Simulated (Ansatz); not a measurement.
# LiBr: LAPW beside PAW

Does the method matter for LiBr? The same cell, functional and mesh are run with LAPW, all electrons, frozen-core PAW and datasets made for this crystal.

The COD entry's cell or inner coordinates are ideal or old and differ from later refinements, so a difference from it is no clean test against experiment.

Program: Ansatz 0.2.0. Level of theory: DFT PBE, scalar-relativistic. These are calculated values, not measurements.

### 1 Starting point

The structure is cubic, space group Fm-3m (No. 225). The conventional cell has a = 5.489 Å, b = 5.489 Å, c = 5.489 Å, α = 90.00°, β = 90.00°, γ = 90.00°. Li (site symmetry m-3m) is surrounded by 6 Br at 2.74 Å. Around Br (site symmetry m-3m) lie 6 Li at 2.74 Å.

As a file:

```
Li Br
1.0
     0.00000    2.74450    2.74450
     2.74450    0.00000    2.74450
     2.74450    2.74450    0.00000
Li Br
1 1
Cartesian
  0.0000 0.0000 0.0000
  2.7445 2.7445 2.7445
```

The structure is an experimental refinement, used without relaxation.

Atoms are numbered in the order of the input: Li1, Br2.

### 2 LAPW, all electrons

The input, input.yaml:

```yaml
crystal:
  lattice:
    - [0.0, 2.7445, 2.7445]
    - [2.7445, 0.0, 2.7445]
    - [2.7445, 2.7445, 0.0]
  atoms:
    - { symbol: Li, position: [0.0, 0.0, 0.0] }
    - { symbol: Br, position: [0.5, 0.5, 0.5] }
kpoints:
  mp_grid: { grid: [8, 8, 8] }
  band_path:
    path:
      - [0.0, 0.0, 0.0]
      - [0.5, 0.0, 0.5]
      - [0.625, 0.25, 0.625]
      - [0.375, 0.375, 0.75]
      - [0.0, 0.0, 0.0]
      - [0.5, 0.5, 0.5]
      - [0.5, 0.25, 0.75]
      - [0.5, 0.0, 0.5]
    npoints: 8
scf:
  occupations: { method: fermi_dirac, width: 0.03 }
hamiltonian:
  xc: pbe
  pseudopotentials: { kind: all_electron, lapw: { basis_error: 0.0005 } }
output:
  forces: true
  stress: true
  eigenvalues: true
  populations: true
  dos: { projected: true, de: 0.2, e_range: [-14, 8] }
```

### 3 Frozen-core PAW

Changes to input.yaml since step 2:

```diff
@@ -25,3 +25,3 @@
   xc: pbe
-  pseudopotentials: { kind: all_electron, lapw: { basis_error: 0.0005 } }
+  pseudopotentials: { kind: paw }
 output:
@@ -30,3 +30,5 @@
   eigenvalues: true
+  efg: { contact_densities: true }
   populations: true
+  bader: true
   dos: { projected: true, de: 0.2, e_range: [-14, 8] }
```

### 4 Datasets made for this crystal

Changes to input.yaml since step 3:

```diff
@@ -25,3 +25,3 @@
   xc: pbe
-  pseudopotentials: { kind: paw }
+  pseudopotentials: { kind: all_electron, datasets: crystal }
 output:
@@ -31,4 +31 @@
   efg: { contact_densities: true }
-  populations: true
-  bader: true
-  dos: { projected: true, de: 0.2, e_range: [-14, 8] }
```

(Steps that only read results are left out.)

Before running it: what results should come out? Wanted: pressure; gap; Bader charges.

The runs gave:

| quantity | value |
| --- | --- |
| pressure | LAPW 0.32, PAW 0.32, crystal datasets 0.31 GPa |
| gap (LAPW) | 4.96 eV, direct at Γ |
| Bader charges (PAW) | Li1 +0.90, Br2 -0.90 e |

**Reading.** The pressure is within half a GPa of zero, so the volume is close to equilibrium at this level. A gap opens: 4.96 eV, direct at Γ. It is the Kohn-Sham gap of a semilocal functional, which mostly lies below the gap found in experiment. Br 4p states make 99 % of the projected weight in the top eV of the valence band. The projection holds only the free atom's occupied shells (Li 2s, Br 4s, Br 4p in this range). PAW lies less than 0.01 GPa from LAPW in pressure and less than 0.01 eV in the gap.
